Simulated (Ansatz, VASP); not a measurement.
# WS2 in VASP and in Ansatz

The input INCAR:

```
PREC     = Accurate       # precision mode
ENCUT    = 520            # plane-wave cutoff, eV
EDIFF    = 1E-7           # SCF threshold, eV
ISMEAR   = 0              # smearing method
SIGMA    = 0.1            # smearing width, eV
LREAL    = F              # projectors in reciprocal space
LASPH    = T              # aspherical terms in the spheres
NELM     = 60             # most SCF steps
ALGO     = Normal         # electronic algorithm
ISIF     = 2              # what is computed and relaxed
LWAVE    = F              # write WAVECAR
LCHARG   = F              # write CHGCAR
GGA      = PE             # functional
NBANDS   = 35             # bands
```

File KPOINTS:

```
Automatic mesh
0
Gamma
  6 6 2
```

POSCAR

```
WS2
1.0
    3.1842228900      0.0000000000      0.0000000000
   -1.5921114500      2.7576179200      0.0000000000
    0.0000000000      0.0000000000     12.9782823600
W S
2 4
Direct
    0.3333333300      0.6666666700      0.2500000000
    0.6666666700      0.3333333300      0.7500000000
    0.3333333300      0.6666666700      0.6298049400
    0.6666666700      0.3333333300      0.1298049400
    0.3333333300      0.6666666700      0.8701950600
    0.6666666700      0.3333333300      0.3701950600
```

Input for Ansatz:

```yaml
crystal:
  lattice:
    - [3.18422289, 0.0, 0.0]
    - [-1.59211145, 2.75761792, 0.0]
    - [0.0, 0.0, 12.97828236]
  atoms:
    - { symbol: W, position: [0.33333333, 0.66666667, 0.25] }
    - { symbol: W, position: [0.66666667, 0.33333333, 0.75] }
    - { symbol: S, position: [0.33333333, 0.66666667, 0.62980494] }
    - { symbol: S, position: [0.66666667, 0.33333333, 0.12980494] }
    - { symbol: S, position: [0.33333333, 0.66666667, 0.87019506] }
    - { symbol: S, position: [0.66666667, 0.33333333, 0.37019506] }
basis:
  ecutwfc: 420
kpoints:
  mp_grid: { grid: [6, 6, 2] }
hamiltonian:
  xc: pbe
  pseudopotentials: { kind: paw, azcp: { folder: soft_1 } }
scf:
  occupations: { method: gaussian, width: 0.1 }
output:
  forces: true
  stress: true
  eigenvalues: true
```

The cell is a database's computed one.

Alike in both runs: task single point; functional PBE; k mesh 6 × 6 × 2; occupations gaussian, width 0.1 eV; no spin polarisation.

```csv
,VASP,Ansatz
version,VASP 6.6.1,Ansatz 0.2.0
potentials or method,"VASP PAW PBE potentials, release 64 (W_sv, S)","scalar-relativistic, plane waves, PAW"
plane-wave cutoff (eV),520,420
valence electrons in the cell,52,52
```

Ansatz gave:

- gap on the k mesh at the Fermi level (eV): 1.23
- least direct gap on the mesh (eV): 1.74
- pressure (GPa): 1.8
- largest component of the traceless stress (GPa): 1.11
- rms of the force components (eV/Å): 0.098

**Question.** Which values does VASP return?

**Answer.** gap on the k mesh at the Fermi level (eV): 1.24; least direct gap on the mesh (eV): 1.74; pressure (GPa): 1.7; largest component of the traceless stress (GPa): 1.11; rms of the force components (eV/Å): 0.099.

Atom by atom the forces differ by 0.001 eV/Å (rms over components).

Caveats: spin-orbit coupling is left out, which moves the levels of the heavy elements; this functional lacks dispersion, which binds the layers, so the pressure and a relaxed spacing across them are unreliable. A k mesh can miss the band edges. A hybrid or GW would open this gap; PBE tends to underestimate it.
